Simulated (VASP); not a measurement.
Write the native input for VASP 6.6.1 that does the following.

```yaml
Task: relaxation of shape and atoms at fixed volume
Functional: r2SCAN
Potentials_or_basis: VASP PAW PBE potentials, release 64 (Zn, O)
Cutoff: 600 eV
k_mesh: 9 × 9 × 5
Occupations: gaussian, width 0.03 eV
Spin: no spin polarisation
Further_INCAR_settings: ALGO = Normal; EDIFF = 1e-07; IBRION = 2; EDIFFG = -0.01; NSW = 40; ISIF = 4
```

The structure of ZnO (zincite) lies in POSCAR:

```
ZnO                                     
1.0
    3.2190868261      0.0000000000      0.0000000000
   -1.6095434131      2.7878109683      0.0000000000
   -0.0000000000     -0.0000000000      5.1824754610
  Zn              O             
     2     2
Direct
     0.3333333332999970    0.6666666667000030    0.4997042150177862
     0.6666666667000030    0.3333333332999970    0.9997042150177862
     0.6666666667000030    0.3333333332999970    0.3793057849822148
     0.3333333332999970    0.6666666667000030    0.8793057849822148
```

The cell isn't the ideal one: a relaxed cell with its volume scaled by 0.98.

The input as run:

INCAR

```
SYSTEM = ZnO
PREC = Accurate
ENCUT = 600
EDIFF = 1E-7
ISMEAR = 0
SIGMA = 0.03
LREAL = .False.
LASPH = .True.
NELM = 80
ALGO = Normal
ISIF = 4
LWAVE = .False.
LCHARG = .False.
METAGGA = R2SCAN
LMIXTAU = .True.
IBRION = 2
NSW = 40
EDIFFG = -0.01
```

KPOINTS

```
regular mesh
0
Gamma
  9 9 5
  0 0 0
```

Potentials or basis: VASP PAW PBE potentials, release 64 (Zn, O).

The run is started by

```console
$ cat potpaw_PBE.64/Zn/POTCAR potpaw_PBE.64/O/POTCAR > POTCAR
$ mpirun -np 1 vasp_std > vasp.out
```

It gave:

```
Pressure after relaxing : 3.2 GPa
Band gap on the k mesh  : 1.26 eV, direct
```

Caveat: the relaxation stopped at its first step, so nothing moved; the PAW data sets were made with another functional, which shifts forces and pressure a little.

It took 6 min on 1 thread of Intel(R) Xeon(R) Platinum 8375C CPU @ 2.90GHz (Ice Lake), with other jobs on the host, peak memory 0.2 GiB.
